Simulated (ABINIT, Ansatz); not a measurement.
# RbCl (Fm-3m): G0W0 with ABINIT, start to end, part 2 of 2

Wanted: ground state, empty states, screening and self-energy for RbCl (Fm-3m).

ABINIT 10.8.3; PBE and many-body steps on it, plane waves. Known limits of the many-body steps: not at the basis limit; no spin-orbit coupling.

So far. Step 2 (Ground state): The gap is direct, at Γ. Step 3 (Bands along the symmetry lines): The gap is 5.003 eV, as in the run before at this level.

## (4) Empty states on the mesh, 4×4×4 mesh, 1309 bands

Level of this step: DFT, PBE, plane waves, norm-conserving pseudopotentials (ABINIT).

The sums over transitions need many empty states on a uniform mesh; this step solves for them.

File run.abi:

```
acell 3*1.0 Angstrom
rprim 
  0.000000000000 3.289500000000 3.289500000000
  3.289500000000 0.000000000000 3.289500000000
  3.289500000000 3.289500000000 -0.000000000000
ntypat 2
znucl 37 17
natom 2
typat 1 2
xred 
  0.000000000000 0.000000000000 0.000000000000
  0.500000000000 0.500000000000 0.500000000000
pp_dirpath "pseudos"
pseudos "Rb.upf, Cl.upf"
ecut 25
ngkpt 4 4 4
nshiftk 1
shiftk 0 0 0
kptopt 1
chksymbreak 0
irdden 1
istwfk *1
nband 1309
prtvol 0
optdriver 6
gwr_task "HDIAGO"
paral_kgb 0
occopt 1
indata_prefix "in"
outdata_prefix "out"
tmpdata_prefix "tmp"
```

Launch:

```bash
$ OMP_NUM_THREADS=1 mpirun -n 4 abinit run.abi > log
```

Numbers of over 12 decimals in the logs are rounded to 6 here.

Output:

```text
[banner, memory and clock lines left out]
.Version 10.8.3 of ABINIT. v10.8.2 released Aug 2026.

 Symmetries : space group Fm -3 m (#225); Bravais cF (face-center cubic)
[... echo of the input left out ...]
== DATASET  1 ==================================================================
-   mpi_nproc: 4, omp_nthreads: 1 (-1 if OMP is not activated)

--- !DatasetInfo
iteration_state: {dtset: 1, }
dimensions: {natom: 2, nkpt: 8, mband: 1309, nsppol: 1, nspinor: 1, nspden: 1, mpw: 2884, }
cutoff_energies: {ecut:  25.0, pawecutdg:  -1.0, }
electrons: {nelect:   1.60000000E+01, charge:   0.00000000E+00, occopt:   1.00000000E+00, tsmear:   1.00000000E-02, }

.Using double precision arithmetic; gwpc =  8

- Reading GS density from: in_DEN

--- Pseudopotential description ------------------------------------------------
- Rb Generated using ONCVPSP code by D. R. Hamann
- 37.00000   9.00000  171031                  znucl, zion, pspdat
12 -101130 2 -1 2308                          pspcod,pspxc,lmax,lloc,mmax
     nproj     2     2     2
  pspatm : epsatm=   34.45470878
         --- l  ekb(1:nproj) -->
             0    8.246201   -0.469081
             1    3.243116   -0.369397
             2   -1.026759    0.985281
 pspatm: atomic psp has been read  and splines computed

- Cl Generated using ONCVPSP code by D. R. Hamann
- 17.00000   7.00000  171031                  znucl, zion, pspdat
12 -101130 2 -1 1028                          pspcod,pspxc,lmax,lloc,mmax
     nproj     2     2     2
  pspatm : epsatm=    9.12776517
         --- l  ekb(1:nproj) -->
             0    8.139296    0.698720
             1    3.821713    1.107519
             2   -2.938609   -0.805455
 pspatm: atomic psp has been read  and splines computed

   6.97319583E+02                                ecore*ucvol(ha*bohr**3)

 Total charge density [el/Bohr^3]
)     Maximum=    3.1594E-01  at reduced coord.    0.1000    0.8750    0.9750
)     Minimum=    5.9485E-04  at reduced coord.    0.2500    0.2500    0.2500
   Integrated=    1.6000E+01

 === KS gaps after direct diagonalization ===
 Direct band gap semiconductor
 Fundamental gap:     5.003 (eV)
   VBM:    -1.409 (eV) at k: [ 0.0000E+00,  0.0000E+00,  0.0000E+00]
   CBM:     3.594 (eV) at k: [ 0.0000E+00,  0.0000E+00,  0.0000E+00]
 Direct gap:         5.003 (eV) at k: [ 0.0000E+00,  0.0000E+00,  0.0000E+00]

== END DATASET(S) ==============================================================

 -outvars: echo values of variables after computation  --------
           etotal      0.0000000000E+00
            nband        1309
             nkpt           8
          spgroup         225
 [... the other variables as echoed above ...]

 Calculation completed.
```

Elapsed: 35 s, on 4 MPI ranks of Intel Xeon Platinum 8488C (Sapphire Rapids), shared host; peak memory 2.2 GiB; 2.3 min of CPU time.

This step gave:

```
gap                                                           : 5.003 eV
k of the valence top                                          : 0, 0, 0
k of the conduction bottom                                    : 0, 0, 0
least direct gap                                              : 5.003 eV
k points computed                                             : 8
lowest point of the top converged band, above the valence top : 393.1844 eV
```

On this mesh the gap is 5.003 eV.

## (5) Screening, 4×4×4 mesh, 1301 bands, screening to 435.4 eV

The RPA dielectric matrix is built and inverted for each q.

This step: RPA screening on PBE, plane waves, norm-conserving pseudopotentials.

run.abi: that of step 4 with these lines changed.

```diff
@@ -20,10 +20,11 @@
 chksymbreak 0
-irdden 1
 istwfk *1
-nband 1309
-prtvol 0
-optdriver 6
-gwr_task "HDIAGO"
-paral_kgb 0
 occopt 1
+irdwfk 1
+optdriver 3
+nband 1301
+ecuteps 16
+inclvkb 2
+awtr 1
+symchi 1
 indata_prefix "in"
```

Output:

```text
.Version 10.8.3 of ABINIT. v10.8.2 released Aug 2026.

 Symmetries : space group Fm -3 m (#225); Bravais cF (face-center cubic)
[... echo of the input left out ...]
== DATASET  1 ==================================================================
-   mpi_nproc: 4, omp_nthreads: 1 (-1 if OMP is not activated)

--- !DatasetInfo
iteration_state: {dtset: 1, }
dimensions: {natom: 2, nkpt: 8, mband: 1301, nsppol: 1, nspinor: 1, nspden: 1, mpw: 2884, }
cutoff_energies: {ecut:  25.0, pawecutdg:  -1.0, }
electrons: {nelect:   1.60000000E+01, charge:   0.00000000E+00, occopt:   1.00000000E+00, tsmear:   1.00000000E-02, }

 SCREENING: Calculation of the susceptibility and dielectric matrices

 Based on a program developped by R.W. Godby, V. Olevano, G. Onida, and L. Reining.
 Incorporated in ABINIT by V. Olevano, G.-M. Rignanese, and M. Torrent.
.Using double precision arithmetic ; gwpc =  8

[... cell and pseudopotentials left out ...]
--------------------------------------------------------------------------------

 ==== K-mesh for the wavefunctions ====
 Number of points in the irreducible wedge :     8
[... list of points left out ...]
 Together with 48 symmetry operations and time-reversal symmetry
 yields    64 points in the full Brillouin Zone.

 ==== Q-mesh for the screening function ====
 Number of points in the irreducible wedge :     8
[... list of points left out ...]
 Together with 48 symmetry operations and time-reversal symmetry
 yields    64 points in the full Brillouin Zone.

 setmesh: FFT mesh size selected  =    36x   36x   36
          total number of points  =        46656

 vcoul_init : cutoff-mode = AUXILIARY_FUNCTION
 q-points for optical limit:   1
     1)      0.000010    0.000020    0.000030

- screening: taking advantage of time-reversal symmetry
- Maximum band index for partially occupied states nbvw = 8
- Remaining bands to be divided among processors   nbcw = 1293
- Number of bands treated by each node ~323

 Number of electrons calculated from density =   16.0000; Expected =   16.0000
 average of density, n =  0.033305
 r_s =    1.9281
 omega_plasma =   17.6038 [eV]

 calculating chi0 at frequencies [eV] :
  1    0.000000E+00    0.000000E+00
  2    0.000000E+00    1.760384E+01

--------------------------------------------------------------------------------
  q-point number  1        q = ( 0.000000, 0.000000, 0.000000) [r.l.u.]
--------------------------------------------------------------------------------
[... chi0 elements left out ...]
 For q-point:  0.000010 0.000020 0.000030
  dielectric constant =   2.1892
  dielectric constant without local fields =   2.6010

  Average fulfillment of the sum rule on Im[epsilon] for q-point    1 :     97.46  [%]
[... wings left out ...]
  q-point number  2        q = ( 0.250000, 0.000000, 0.000000) [r.l.u.]
--------------------------------------------------------------------------------
[... chi0 elements left out ...]
  Average fulfillment of the sum rule on Im[epsilon] for q-point    2 :     97.43  [%]

 [... 6 further q-points ...]
```

Wall time 38 min (4 MPI ranks); peak memory 9.6 GiB.

This step gave:

- ε∞ with local fields, on this mesh, along the program's q direction: 2.189
- the same without local fields: 2.601
- plasma frequency: 17.60 eV
- plane waves in the screening matrix: 1459

Local fields lower ε∞ by 16 %.

## (6) Self-energy, 4×4×4 mesh, 1301 bands, screening to 435.4 eV

The self-energy is evaluated for the states that the input lists, and the levels follow from it, in one-shot runs by the linearised quasiparticle equation.

This step: G0W0 on PBE, plane waves, norm-conserving pseudopotentials.

run.abi: that of step 5 with these lines changed.

```diff
@@ -23,8 +23,15 @@
 irdwfk 1
-optdriver 3
+optdriver 4
 nband 1301
+gwcalctyp 0
+ecutsigx 25
+symsigma 1
+nkptgw 1
+kptgw 
+  0.0000000000 0.0000000000 0.0000000000
+bdgw 
+  6 12
 ecuteps 16
-inclvkb 2
-awtr 1
-symchi 1
+irdscr 1
+ppmodel 1
 indata_prefix "in"
```

Output:

```text
.Version 10.8.3 of ABINIT. v10.8.2 released Aug 2026.

 Symmetries : space group Fm -3 m (#225); Bravais cF (face-center cubic)
[... echo of the input left out ...]
== DATASET  1 ==================================================================
-   mpi_nproc: 4, omp_nthreads: 1 (-1 if OMP is not activated)

--- !DatasetInfo
iteration_state: {dtset: 1, }
dimensions: {natom: 2, nkpt: 8, mband: 1301, nsppol: 1, nspinor: 1, nspden: 1, mpw: 2884, }
cutoff_energies: {ecut:  25.0, pawecutdg:  -1.0, }
electrons: {nelect:   1.60000000E+01, charge:   0.00000000E+00, occopt:   1.00000000E+00, tsmear:   1.00000000E-02, }

 SIGMA: Calculation of the GW corrections

 Based on a program developped by R.W. Godby, V. Olevano, G. Onida, and L. Reining.
 Incorporated in ABINIT by V. Olevano, G.-M. Rignanese, and M. Torrent.
.Using double precision arithmetic ; gwpc =  8

[... cell and pseudopotentials left out ...]
--------------------------------------------------------------------------------

 ==== K-mesh for the wavefunctions ====
 Number of points in the irreducible wedge :     8
[... list of points left out ...]
 Together with 48 symmetry operations and time-reversal symmetry
 yields    64 points in the full Brillouin Zone.

 ==== Q-mesh for screening function ====
 Number of points in the irreducible wedge :     8
[... list of points left out ...]
 Together with 48 symmetry operations and time-reversal symmetry
 yields    64 points in the full Brillouin Zone.

 vcoul_init : cutoff-mode = AUXILIARY_FUNCTION
 q-points for optical limit:   1
     1)      0.000010    0.000020    0.000030
 setmesh: FFT mesh size selected  =    40x   40x   40
          total number of points  =        64000

 Number of electrons calculated from density =   16.0000; Expected =   16.0000
 average of density, n =  0.033305
 r_s =    1.9281
 omega_plasma =   17.6038 [eV]

 === KS Band Gaps ===
  >>>> For spin  1
   Minimum direct gap =   5.0027 [eV], located at k-point      :   0.0000  0.0000  0.0000
   Fundamental gap    =   5.0027 [eV], Top of valence bands at :   0.0000  0.0000  0.0000
                                       Bottom of conduction at :   0.0000  0.0000  0.0000
 SIGMA fundamental parameters:
 PLASMON POLE MODEL  1
 number of plane-waves for SigmaX                 2837
 number of plane-waves for SigmaC and W           1459
 number of plane-waves for wavefunctions          2837
 number of bands                                  1301
 number of independent spin polarizations            1
 number of spinorial components                      1
 number of k-points in IBZ                           8
 number of q-points in IBZ                           8
 number of symmetry operations                      48
 number of k-points in BZ                           64
 number of q-points in BZ                           64
 number of frequencies for dSigma/dE                 9
 frequency step for dSigma/dE [eV]                0.25
 number of omega for Sigma on real axis              0
 max omega for Sigma on real axis  [eV]           0.00
 zcut for avoiding poles [eV]                     0.10

 EPSILON^-1 parameters (SCR file):
 dimension of the eps^-1 matrix on file           1459
 dimension of the eps^-1 matrix used              1459
 number of plane-waves for wavefunctions          2837
 number of bands                                  1301
 number of q-points in IBZ                           8
 number of frequencies                               2
 number of real frequencies                          1
 number of imag frequencies                          1

 matrix elements of self-energy operator (all in [eV])

 Perturbative Calculation

--- !SelfEnergy_ee
iteration_state: {dtset: 1, }
kpoint     : [   0.000,    0.000,    0.000, ]
spin       : 1
KS_gap     :    5.003
QP_gap     :    7.975
Delta_QP_KS:    2.972
data: !SigmaeeData |
     Band     E0 <VxcDFT>   SigX SigC(E0)      Z dSigC/dE  Sig(E)    E-E0       E
        6  -1.409 -14.024 -18.548   1.527   0.804  -0.244 -16.434  -2.410  -3.819
        7  -1.409 -14.024 -18.548   1.527   0.804  -0.244 -16.434  -2.410  -3.819
        8  -1.409 -14.024 -18.548   1.527   0.804  -0.244 -16.434  -2.410  -3.819
        9   3.594  -6.590  -3.001  -2.946   0.874  -0.144  -6.028   0.562   4.156
       10   6.578  -7.734  -3.429  -2.996   0.871  -0.148  -6.594   1.140   7.718
       11   6.578  -7.734  -3.429  -2.996   0.871  -0.148  -6.594   1.140   7.718
       12   6.578  -7.734  -3.429  -2.996   0.871  -0.148  -6.594   1.140   7.718

== END DATASET(S) ==============================================================
================================================================================

 -outvars: echo values of variables after computation  --------
           etotal      0.0000000000E+00
            nband        1301
             nkpt           8
          spgroup         225
 [... the other variables as echoed above ...]

 Calculation completed.
```

Wall time 25 min (4 MPI ranks); peak memory 12 GiB; 1.7 h of CPU time.

This step gave:

```yaml
g0w0_gap_on_the_points_computed: 7.975 eV
starting_gap_on_the_mesh: 5.003 eV
k_of_the_valence_top: 0, 0, 0
k_of_the_conduction_bottom: 0, 0, 0
z_at_the_valence_top: 0.804
z_at_the_conduction_bottom: 0.874
least_direct_g0w0_gap_on_the_computed_points: 7.975 eV
```

The gap on the mesh goes from 5.00 eV to 7.97 eV, a correction of +2.97 eV.

Limits: finite bands, cutoff and mesh; no spin-orbit coupling. v1 is the top filled band, c1 the lowest empty one. Levels before and after the correction, in eV, zero at the valence-band top of each column:

```csv
,conduction bottom,valence top
Kohn-Sham,5.00,0.00
G0W0,7.97,0.00
```

```csv
,level,energy (eV)
Kohn-Sham,Γ v3-v1,0.000
Kohn-Sham,Γ c1,5.003
Kohn-Sham,Γ c2-c4,7.987
G0W0,Γ v3-v1,0.000
G0W0,Γ c1,7.975
G0W0,Γ c2-c4,11.537
```

## (7) Where the time went

Times are wall times on 4 MPI ranks of Intel Xeon Platinum 8488C (Sapphire Rapids), shared host, good to a factor of about two.

```csv
step,time,share,memory (GiB)
ground state,6.1 s,0 %,0.32
bands along the symmetry lines,10 s,0 %,0.31
empty states on the mesh,35 s,1 %,2.2
screening,38 min,60 %,9.6
self-energy,25 min,39 %,12
```

## (8) What came out

- PBE gap: 5.00 eV, direct
- G0W0 gap on the mesh: 7.97 eV
- GW settings: 4×4×4 mesh, 1301 bands, screening to 435.4 eV, Godby-Needs plasmon pole
- known limits: not at the basis limit; no spin-orbit coupling

**Reading.** G0W0 moves the gap on the mesh from 5.00 eV to 7.97 eV (+2.97 eV), with Z of 0.80 and 0.87 at the edges. Local fields lower the RPA ε∞ on this mesh from 2.60 to 2.19. Only 1 of the mesh's irreducible points was corrected, so a valley elsewhere could overtake. The dearest step here is «screening». Bands and cutoff are finite, so the gap is not at the basis limit. The miss can reach some tenths of an eV and take either sign; the mesh is an error of its own. In the G0W0 run levels were corrected at 1 k point alone, so a gap called «on the mesh» is the least over those, and an edge elsewhere would be missed. The many-body steps are scalar-relativistic: spin-orbit coupling is not in them.

[Paths, hosts, dates, memory and timing lines, banners, echoed tables and standing remarks are left out of the program output.]

[Logs are printed without paths, hosts, clocks, repeated set-up lines and the standing remarks that a program may print on its own settings, such as how far it seeks lower states.]

[Runs of the session that timed out or met a known fault of the program may be left out.]

[Hosts, paths, dates, database ids (printed as entryN), source tags and the programs' standing remarks are cut or masked in the printed files.]

[G0W0 gaps are taken among the corrected bands and points alone; a level outside them can change the order at an edge.]

[Where Ansatz stands beside ABINIT at settings called matched, ABINIT's density can come from a denser mesh and the files from another edition; pairs whose starting gaps differed by over 0.03 eV were left out, so agreement reads better than it is.]
